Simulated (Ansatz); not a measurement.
The cell is COD entry 9008768, as deposited and not checked against the literature; nothing was relaxed.

YN: DFT, PBE, all-electron LAPW, scalar-relativistic (Ansatz 0.2.0).

Command: `ansatz run input.yaml --threads 1 --pin off --max-ram 2048MiB --backend cpu --events-out ev --progress --plain --runs-dir out` The run took about 7.8 s on 1 thread of a shared machine.

```yaml
crystal:
  lattice:
    - [0.0, 2.4385, 2.4385]
    - [2.4385, 0.0, 2.4385]
    - [2.4385, 2.4385, 0.0]
  atoms:
    - { symbol: "Y", position: [0.0, 0.0, 0.0] }
    - { symbol: "N", position: [0.5, 0.5, 0.5] }
kpoints:
  mp_grid: { grid: [11, 11, 11] }
  band_path:
    path:
      - [0.0, 0.0, 0.0]
      - [0.5, 0.0, 0.5]
      - [0.625, 0.25, 0.625]
      - [0.375, 0.375, 0.75]
      - [0.0, 0.0, 0.0]
      - [0.5, 0.5, 0.5]
      - [0.5, 0.25, 0.75]
      - [0.5, 0.0, 0.5]
    npoints: 8
scf:
  occupations: { method: fermi_dirac, width: 0.03 }
hamiltonian:
  xc: pbe
  pseudopotentials: { kind: all_electron, lapw: { basis_error: 0.001 } }
output:
  forces: true
  stress: true
  eigenvalues: true
  populations: true
  dos: { projected: true, de: 0.2, e_range: [-14, 8] }
```

Output:

```
Y: projections on atomic orbitals take those of the free atom 1s2 2s2 2p6 3s2 3p6 3d10 4s2 4p6 4d1 5s2, of charge +0.00 (hamiltonian.pseudopotentials.projection_atoms)
N: projections on atomic orbitals take those of the free atom 1s2 2s2 2p3, of charge +0.00 (hamiltonian.pseudopotentials.projection_atoms)
LAPW: plane waves up to 8.028 Å⁻¹, error target 1.0e-3 eV per atom; small_component_spin mean_spin; N in spheres of 1.129 Å, 7 of its electrons in bands, Dirac shells []; Y in spheres of 1.309 Å, 29 of its electrons in bands, Dirac shells []
Engine: ansatz 0.2.0
Pseudopotentials: kind: all_electron
Pseudopotential: Y, LAPW, valence charge 29, Koelling and Harmon's equation, gaussian nucleus
Pseudopotential: N, LAPW, valence charge 7, Koelling and Harmon's equation, gaussian nucleus
Functional definition: PBE
  parameter kappa = 0.804
  parameter beta = 0.06672455060314922
  exchange = pbe_x(kappa = kappa, mu = beta*pi^2/3)
  correlation = pbe_c(beta = beta)
Crystal: 2 atoms, lattice volume = 29.000 Å³
Basis set: ecut = 245.5211171720423 eV, 259 PW (Γ), exchange–correlation at level 2
Bands: 22, of which v1, the nominal top of the filled ones, is band 18 counted from 1 (17 counted from 0)
Symmetry: 48 space group operations
Space group: Fm-3m (ITA 225), of the structure as read, at distance tolerance 3.1e-5 Å
k-points: 56 of 1331
Non-local potential: Y, projectors of the file, none
Non-local potential: N, projectors of the file, none
Initial density: superposition of atomic densities (chi_scale 0.1, normalization cell, long waves kept (reshape's long-wave potential 0.00 eV rms))
Initial wavefunctions: plane waves of lowest kinetic energy (no species holds an atomic orbital)
Functional: x = pbe(κ = 0.804, μ = 0.2195149727645171), c = pbe(β = 0.06672455060314922)
iter 1 solved again at ethr=1.44e-2 eV; its pass at ethr=1.00e-1 eV (dr2=5.20e0 eV) is discarded
SCF iter   1: F=—  HF=-93615.240969 eV  |F-HF|=—  |Δ(HF+E_count)|=         —  Δρ=1.10e-1  dr2=5.19e0  ethr=1.44e-2  ⟨swp⟩=2.0  Hψ=8202  notcnv=0
preconditioner: auto → none  [insulator: Δε(μ)=3.048 eV  Ē_g=17.759 eV  σ=0.030 eV  W_gap=1.00  n_scr=14 (ndim 8)  ℏωp=25.8 eV  f_vac=0.000  D(μ)=0.00/eV (n_scr^D=0)  ε∞_Penn≈3.1]
SCF iter   2: F=—  HF=-93614.898065 eV  |F-HF|=—  |Δ(HF+E_count)|=   3.43e-1  Δρ=8.66e-2  dr2=3.03e0  ethr=1.44e-2  ⟨swp⟩=3.0  Hψ=3668  notcnv=0
iter 3 solved again at ethr=5.48e-4 eV; its pass at ethr=8.43e-3 eV (dr2=1.97e-1 eV) is discarded
SCF iter   3: F=—  HF=-93612.883712 eV  |F-HF|=—  |Δ(HF+E_count)|=    2.01e0  Δρ=2.14e-2  dr2=1.97e-1  ethr=5.48e-4  ⟨swp⟩=2.0  Hψ=6199  notcnv=0
SCF iter   4: F=—  HF=-93613.082691 eV  |F-HF|=—  |Δ(HF+E_count)|=         —  Δρ=3.98e-2  dr2=7.15e-1  ethr=5.48e-4  ⟨swp⟩=3.0  Hψ=4290  notcnv=0
the basis was enlarged: its passes take 132.7 KiB over the memory plan, 1 of 1 planned eigensolver slots
SCF iter   5: F=—  HF=-93612.872681 eV  |F-HF|=—  |Δ(HF+E_count)|=   2.10e-1  Δρ=1.10e-2  dr2=5.50e-2  ethr=5.48e-4  ⟨swp⟩=2.1  Hψ=3708  notcnv=0
SCF iter   6: F=—  HF=-93612.856241 eV  |F-HF|=—  |Δ(HF+E_count)|=   1.64e-2  Δρ=6.57e-4  dr2=1.96e-4  ethr=1.53e-4  ⟨swp⟩=2.0  Hψ=3904  notcnv=0
SCF iter   7: F=—  HF=-93612.856127 eV  |F-HF|=—  |Δ(HF+E_count)|=   1.14e-4  Δρ=1.42e-4  dr2=8.97e-6  ethr=5.46e-7  ⟨swp⟩=2.0  Hψ=3752  notcnv=0
SCF iter   8: F=—  HF=-93612.856116 eV  |F-HF|=—  |Δ(HF+E_count)|=   1.13e-5  Δρ=1.96e-5  dr2=1.70e-7  ethr=2.49e-8  ⟨swp⟩=2.0  Hψ=3750  notcnv=0
SCF iter   9: F=-93612.856116 eV  HF=-93612.856116 eV  |F-HF|=4.51e-10  |Δ(HF+E_count)|=   4.74e-8  Δρ=6.77e-7  dr2=1.50e-10  ethr=4.72e-10  ⟨swp⟩=2.4  Hψ=3778  notcnv=0
SCF 1 converged in 9 iterations: F = -93612.856116 eV  dr2 = 1.50e-10
NSCF: frozen V_eff on 57 k-points
SCF converged after 9 iterations
Free energy (F): -93612.856116 eV
Harris-Foulkes:  -93612.856116 eV  (|F-HF|=4.51e-10)
Internal energy: -93612.856070 eV  (E = F + TS)
E sigma→0 (E₀):  -93612.856093 eV
Entropy (-TS):   -0.000046 eV (-0.023 meV/atom)
Fermi energy:    13.863159 eV
--- Per-component energies (eV) ---
  E_band       = -4326.402403
  E_kinetic    = 96490.923749
  E_xc         = -3174.478931
  E_electrostatic = -186929.300887  (all electrons and nuclei)
  E_smearing   = -0.000046  (= −TS)
  E_closure    = 0.000000  (closes the sum)
  E_atoms      = -93596.474414  (free atoms, spherical and without spin; not in F)
  Σ components = -93612.856116   (vs F -93612.856116, Δ=0.00e0)
  Basis errors (estimates in eV, not in F): energy 3.4e-4 per atom: plane waves 3.1e-4 (1.7e-4 summed), levels above the bands 7.6e-76, relativity 3.0e-8, radial functions 3.0e-5, core shells 1.5e-13; eigenvalues (radial functions only) 2.8e-6; not estimated: angular momenta, meshes, grids; target (lapw.basis_error) 1.0e-3; muffin-tin radii N 1.129 Å, Y 1.309 Å
--- Forces (eV/Å), atoms counted from 1 ---
  atom   1  Y     -0.00000000    -0.00000000     0.00000000
  atom   2  N      0.00000000    -0.00000000    -0.00000000
  max |Σ_I F_I| component: 2.24e-30 eV/Å
--- Stress (GPa, compression-positive) ---
        2.962137      -0.000000       0.000000
       -0.000000       2.962137      -0.000000
        0.000000      -0.000000       2.962137
  P = ⅓ Tr σ = 2.9621 GPa (29.621 kbar)
--- Band table (eV; the first three rows and the last of 56) ---
  k-point 0: bands = ["-360.9793", "-347.4412", "-265.1494", "-265.1494", "-265.1494", "-129.7642", "-129.7642", "-129.7642", "-129.7559", "-129.7559", "-26.9991", "-6.6471", "-6.6471", "-6.6471", "0.8590", "13.7642", "13.7642", "13.7642", "16.9199", "16.9199", "16.9199", "18.0085"]
  k-point 1: bands = ["-360.9793", "-347.4412", "-265.1494", "-265.1494", "-265.1494", "-129.7642", "-129.7642", "-129.7642", "-129.7559", "-129.7559", "-26.9894", "-6.7535", "-6.6540", "-6.6540", "1.0053", "13.2362", "13.4749", "13.4749", "16.9871", "17.1261", "17.1261", "18.4918"]
  k-point 2: bands = ["-360.9793", "-347.4412", "-265.1494", "-265.1494", "-265.1494", "-129.7642", "-129.7642", "-129.7642", "-129.7559", "-129.7559", "-26.9633", "-7.0237", "-6.6724", "-6.6724", "1.3877", "12.1627", "12.8579", "12.8579", "17.1640", "17.6804", "17.6804", "19.5625"]
  k-point 55: bands = ["-360.9793", "-347.4412", "-265.1494", "-265.1494", "-265.1494", "-129.7642", "-129.7642", "-129.7642", "-129.7559", "-129.7559", "-26.8368", "-7.2848", "-7.2696", "-7.0163", "1.7920", "11.5264", "12.2055", "12.2370", "17.3980", "18.2718", "21.2191", "21.6249"]
--- Löwdin populations: 2 sites ---
  site symbol       q [e]
     0      Y     38.1943
     1      N      7.7612
  spilling = 0.000968 (of n_electrons = 46.000000)
```

populations.tsv:

```
# site	symbol	l	j	q
# orbitals = lowdin
# n_electrons = 46.000000
# spilling = 0.000968
# projection_atom_Y: 1s2 2s2 2p6 3s2 3p6 3d10 4s2 4p6 4d1 5s2
# projection_atom_N: 1s2 2s2 2p3
0	Y	0_1S	-	1.999996
0	Y	0_2S	-	1.999811
0	Y	0_3S	-	1.996512
0	Y	0_4S	-	1.933154
0	Y	0_5S	-	0.399387
0	Y	1_2P	-	5.999999
0	Y	1_3P	-	5.999836
0	Y	1_4P	-	5.973344
0	Y	2_3D	-	9.999956
0	Y	2_4D	-	1.892265
1	N	0_1S	-	1.996345
1	N	0_2S	-	1.538464
1	N	1_2P	-	4.226393
```
